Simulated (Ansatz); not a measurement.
# Stiffness of ZrC from strained cells

```xyz
2
Lattice="0.0000 2.3502 2.3502 2.3502 0.0000 2.3502 2.3502 2.3502 0.0000" Properties=species:S:1:pos:R:3 pbc="T T T"
Zr    2.3502    2.3502    2.3502
C     0.0000    0.0000    0.0000
```

Atom numbers follow the list: Zr1, C2.

The cell is a measured one (Crystallography Open Database entry 1562921); the temperature and pressure of the measurement aren't taken into account, and nothing was relaxed.

Method: Ansatz 0.2.0, DFT, PBE, all-electron LAPW, scalar-relativistic.

Settings: a Γ-centred 15×15×15 k mesh, Fermi–Dirac smearing of 0.05 eV, basis error target 0.25 meV/atom, no spin polarisation.

The unstrained cell is at 1.23 GPa. Large strains and very small stresses are left out. Each strain is applied once, with fractional coordinates held (clamped ions), and σ below is the change of stress, positive in tension. One finite strain gives stress–strain coefficients at this pressure with an error of the order of the strain times third-order constants, a few per cent for each per cent of strain. In a metal the k mesh adds noise of tens of per cent to soft shears.

Problem. Estimate the stiffness probed by this change, and the stress that it gives: xy engineering shear strain of -1 %.

Solution. σxy = -1.54 GPa and γxy = 2εxy = -0.0100, so C44 (clamped ions) = σxy/γxy = 154 GPa.

Problem. Estimate the stiffness probed by this change, and the stress that it gives: equal xy, yz and zx engineering shear strains of +1 %.

Solution. σxy = 1.57 GPa and γxy = 2εxy = 0.0100, so C44 (clamped ions) = σxy/γxy = 157 GPa.

Problem. With equal xy, yz and zx engineering shear strains of -1 %, the run gives σxy = -1.52 GPa and γxy = 2εxy = -0.0100. Which stiffness follows?

Solution. C44 (clamped ions) = σxy/γxy = 152 GPa.
